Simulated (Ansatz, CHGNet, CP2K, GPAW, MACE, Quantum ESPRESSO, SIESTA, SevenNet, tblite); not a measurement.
**tblite on NbH2(331) slab (72 atoms): settings against a plane-wave reference**

Wanted: tblite inputs and outputs for NbH2(331) slab (72 atoms), checked against a plane-wave reference.

Main program and level: tblite 0.8.0; the method is named at each step.

**1. The starting structure**

The cell holds 72 atoms: 24 Nb and 48 H. Cell: a = 9.680 Å, b = 7.215 Å, c = 21.851 Å, α = 90.0°, β = 90.0°, γ = 102.9°. It derives from NbH2 (fluorite-type). Fluorite-type NbH2 (a = 4.563 Å), (331) slab of 8 repeat layers, 3 x 1 surface cells, 14 Å of vacuum; atoms within 2.51 Å of the bottom held; not relaxed, displaced by a Gaussian of 0.02 Å. Then every atom was moved at random, 0.05 Å r.m.s. a Cartesian component (hydrogen 0.6 of that). Vacuum lies along c.

The yardstick, on the same geometry:

| Item | Value |
| --- | --- |
| method | Kohn-Sham DFT, PBE, PAW, plane waves (Ansatz 0.2.0); cutoff 420 eV, Γ point, fermi-dirac smearing of 0.05 eV; PAW set soft_2 |
| r.m.s. force component | 0.6904 eV/Å |
| longest force | 2.906 eV/Å |
| SCF cycles | 10 |
| time | 12 s on 4 threads of Arm Neoverse V1, shared host |
| CPU time | 48 s |

**2. GFN1-xTB**

Method: GFN1-xTB tight binding, diagonalisation.

File run.py:

```python
import numpy as np
from ase.io import read
from tblite.ase import TBLite

atoms = read("structure.xyz")
atoms.calc = TBLite(method="GFN1-xTB", electronic_temperature=580, accuracy=1.0, max_iterations=250, mixer_damping=0.1, verbosity=1)
energy = atoms.get_potential_energy()
forces = atoms.get_forces()
print(f"energy {energy:.6f} eV")
print("forces (eV/A)")
for i, (a, f) in enumerate(zip(atoms, forces)):
    print(f"{i:4d} {a.symbol:2s} {f[0]:10.5f} {f[1]:10.5f} {f[2]:10.5f}")
print("charges (e)")
print(np.array2string(atoms.get_charges(), precision=4, suppress_small=True, max_line_width=110, threshold=100000))
```

File structure.xyz:

```xyz
72
Lattice="9.67958 0.00000 0.00000 -1.61326 7.03206 0.00000 0.00000 0.00000 21.85118" Properties=species:S:1:pos:R:3 pbc="T T T"
Nb -1.58503 6.94486 7.26421
H 8.09913 1.01923 7.02406
H 6.46659 5.85018 7.51549
Nb 8.05594 2.54160 8.33251
H 6.44654 3.61617 8.01283
H 6.45109 1.39136 8.57593
Nb 6.47403 5.09121 9.36279
H 8.08260 6.20460 9.10233
H 8.09925 3.98401 9.59551
Nb 6.53851 0.58837 10.38171
H 8.11930 1.74479 10.18199
H 6.44604 6.56844 10.65857
Nb 8.01168 3.20289 11.47362
H 6.48863 4.35756 11.19327
H 6.45341 2.15378 11.65957
Nb 6.36665 5.85672 12.39858
H -1.51790 6.88052 12.24715
H 8.05007 4.76710 12.70690
Nb 6.51815 1.40578 13.50578
H 8.11172 2.51199 13.29338
H 8.02732 0.31961 13.79399
Nb 8.08416 3.98943 14.59178
H 6.47943 5.17482 14.33962
H 6.44326 2.86592 14.83608
Nb 4.85589 6.95105 7.24563
H 4.84605 1.01444 6.99369
H 3.21640 5.84294 7.49474
Nb 4.83624 2.49258 8.28247
H 3.22264 3.63438 8.03424
H 3.20873 1.36640 8.57768
Nb 3.23322 5.07680 9.34378
H 4.83974 6.20586 9.10298
H 4.85455 4.02916 9.67221
Nb 3.25390 0.75981 10.46453
H 4.86762 1.81153 10.14354
H 3.21874 6.51162 10.72696
Nb 4.86807 3.23524 11.43756
H 3.24852 4.37261 11.26625
H 3.16769 2.22797 11.72578
Nb 3.26928 5.81875 12.45932
H 4.80525 6.96842 12.21612
H 4.77904 4.72794 12.72132
Nb 3.29186 1.35972 13.56587
H 4.83674 2.51192 13.23548
H 4.85497 0.28824 13.76581
Nb 4.78038 3.97318 14.54349
H 3.24327 5.07307 14.27472
H 3.23993 2.84721 14.82865
Nb 1.60647 6.92482 7.26683
H 1.63732 1.04377 7.01707
H 0.00470 5.83963 7.55199
Nb 1.62899 2.50911 8.30279
H -0.00752 3.59760 8.07357
H 0.03207 1.40740 8.54316
Nb -0.02705 5.10042 9.34728
H 1.64245 6.24187 9.10692
[... 12 atom lines left out ...]
H 1.59294 0.28156 13.80579
Nb 1.66523 3.93423 14.65209
H 0.06326 5.07300 14.35338
H 0.01299 2.84201 14.79587
```

Started as:

```bash
$ OMP_NUM_THREADS=1 python run.py > output.txt
```

Log:

```text
------------------------------------------------------------
  cycle        total energy    energy error   density error
------------------------------------------------------------
      1     -73.17141048380  -7.2962218E+01   6.3344646E-01
      2     -72.80134785141   3.7006263E-01   5.8384723E-01
      3     -11.19150483410   6.1609843E+01   1.0721502E+00
      4      10.52808885391   2.1719594E+01   1.1671261E+00
      5     -72.75170795854  -8.3279797E+01   2.0295806E-01
      6     -73.03696896697  -2.8526101E-01   1.2882921E-01
      7     -73.14180057401  -1.0483161E-01   9.3601646E-02
      8     -73.22591380976  -8.4113236E-02   4.4387235E-02
      9     -73.24123927160  -1.5325462E-02   2.6479477E-02
     10     -73.24163672824  -3.9745664E-04   2.2271586E-02
     11     -73.24399372092  -2.3569927E-03   1.5503754E-02
     12     -73.24594731695  -1.9535960E-03   7.1192707E-03
     13     -73.24598231873  -3.5001778E-05   5.7704999E-03
     14     -73.24622275720  -2.4043847E-04   2.8687862E-03
     15     -73.24628492440  -6.2167200E-05   1.0491794E-03
     16     -73.24628685140  -1.9270037E-06   6.4976203E-04
     17     -73.24629567686  -8.8254600E-06   3.1168428E-04
     18     -73.24629611314  -4.3628279E-07   2.4198047E-04
     19     -73.24629768255  -1.5694045E-06   1.0442695E-04
     20     -73.24629786669  -1.8414069E-07   7.8752196E-05
     21     -73.24629807318  -2.0649452E-07   4.1840968E-05
     22     -73.24629807907  -5.8812333E-09   2.5030074E-05
     23     -73.24629808010  -1.0391830E-09   1.2451522E-05
------------------------------------------------------------
 total:                                   1.826 sec
energy -1993.133292 eV
forces (eV/A)
   0 Nb   -0.07956    0.73883    1.71468
   1 H    -0.00278    0.17198   -0.81619
   2 H     0.01226   -0.06622   -0.49136
   3 Nb    0.06372   -0.67002    0.94549
   4 H     0.05163   -0.19587   -0.19531
   5 H     0.01322    0.07003    0.10681
   6 Nb   -0.08307   -0.04689   -0.31500
   7 H     0.02080    0.00895    0.15505
   8 H    -0.10117   -0.04023    0.03358
   9 Nb   -0.24885    0.20323   -0.03996
  10 H    -0.05609   -0.00383   -0.07344
  11 H     0.05664   -0.02777   -0.08469
  12 Nb    0.27280    0.02404    0.03499
  13 H    -0.05296   -0.00424    0.04781
  14 H    -0.02790   -0.04982    0.03108
  15 Nb    0.38348    0.02575    0.44159
  16 H    -0.23105    0.22729   -0.01166
  17 H    -0.02955   -0.09764    0.00649
  18 Nb   -0.06021    0.69218   -0.89464
  19 H    -0.10038   -0.04411   -0.12750
  20 H     0.00563    0.17370    0.19870
  21 Nb    0.08113   -0.59238   -1.72144
  22 H    -0.09640   -0.21581    0.42489
  23 H    -0.03772   -0.10018    0.73498
[...]
64 H     0.03915    0.05024    0.04680
  65 H     0.09645    0.08022   -0.10459
  66 Nb    0.20127    0.48507   -0.97331
  67 H    -0.01230   -0.09238   -0.04137
  68 H     0.01404    0.22175    0.25894
  69 Nb    0.05726   -0.60417   -1.91225
  70 H    -0.10140    0.03982    0.49759
  71 H    -0.05362   -0.14612    0.90674
charges (e)
[ 0.1152 -0.0591 -0.0632  0.0945 -0.0674 -0.022   0.0743 -0.0207 -0.0184 -0.0156 -0.0145 -0.0178 -0.0041
 -0.0204 -0.0139  0.0775 -0.0171 -0.0202  0.0899 -0.0131 -0.0631  0.124  -0.0769 -0.0648  0.1196 -0.0588
 -0.0631  0.1012 -0.0667 -0.0218  0.089  -0.0186 -0.0218  0.0044 -0.0203 -0.0274 -0.0162 -0.0172 -0.0089
  0.0836 -0.0127 -0.0141  0.0925 -0.0206 -0.0648  0.1121 -0.0575 -0.0502  0.1119 -0.0565 -0.0578  0.0943
 -0.0631 -0.024   0.089  -0.0256 -0.0247 -0.0158 -0.0135 -0.0261 -0.0104 -0.0299 -0.0167  0.1029 -0.0221
 -0.0199  0.0923 -0.0212 -0.0722  0.1038 -0.0656 -0.0538]
```

Wall time 2.4 s (1 thread of Arm Neoverse V1, shared host); peak memory 0.13 GiB.

Banners, paths, timers and routine set-up lines are dropped from the logs unmarked, and long logs keep their key lines alone; longer cuts are marked.

Numbers from this run, and their distance from the reference:

- r.m.s. force component: 0.4201 eV/Å
- r.m.s. difference of force components: 383.9 meV/Å
- longest difference of force vectors: 1563 meV/Å
- force difference over r.m.s. force: 55.61 %
- slope of forces against the reference's: 0.5305
- correlation of force components: 0.8719

Length of the force difference by element (eV/Å):

| element | atoms | mean | most |
| --- | --- | --- | --- |
| H | 48 | 0.41 | 1.0 |
| Nb | 24 | 0.88 | 1.6 |

A closer look about Nb37, whose charge lies farthest from its element's mean: 9 atoms, nearest first, numbered in the order of the input, with positions taken from that point.

```csv
atom,x,y,z,distance (Å),bonds,Mulliken charge (e),Fx,Fy,Fz (eV/Å)
Nb37,0.00,0.00,0.00,0.00,8,-0.02,-0.10,0.02,0.10
H35,0.00,-1.42,-1.29,1.92,4,-0.02,-0.02,-0.11,0.04
H15,1.59,-1.08,0.22,1.93,4,-0.01,-0.03,-0.05,0.03
H33,-0.01,0.79,-1.77,1.94,4,-0.02,-0.03,-0.09,-0.11
H44,-0.03,-0.72,1.80,1.94,4,-0.02,0.10,-0.08,-0.07
H42,-0.09,1.49,1.28,1.97,4,-0.01,0.13,0.03,-0.08
H14,1.62,1.12,-0.24,1.99,4,-0.02,-0.05,0.00,0.05
H38,-1.62,1.14,-0.17,1.99,4,-0.02,-0.02,-0.06,-0.09
H39,-1.70,-1.01,0.29,2.00,4,-0.01,0.26,-0.20,-0.04
```

Atoms are counted from 1 here, from 0 in the log.

Forces lie 56 % from the reference's, at 0.050 times its CPU time (on 1 against 4 cores).

**3. Outcome**

```
force difference from the reference : tblite GFN1-xTB, 56 %
its CPU time                        : 2.4 s
```

Tight binding differs by 56 % (tblite GFN1-xTB); it is another model, with fitted parameters of its own, and the xTB methods hold dispersion. One electronic-structure run takes under half the reference's CPU time: tblite GFN1-xTB, at 56 % in 2.4 s against 48 s. Periodic xTB results under one method name differ between programs and library versions. The electronic-structure runs sample only Γ, in a cell whose shortest periodic width is 7 Å, which is coarse for a cell with partly filled levels.

[Also dropped from logs without a mark: logging warnings of Python, and SIESTA's first energy breakdown and zero terms.]

[Logs are printed without paths, hosts, clocks, repeated set-up lines and the standing remarks that a program may print on its own settings, such as how far it seeks lower states.]

[Hosts, paths, dates, database ids (printed as entryN), source tags and the programs' standing remarks are cut or masked in the printed files.]
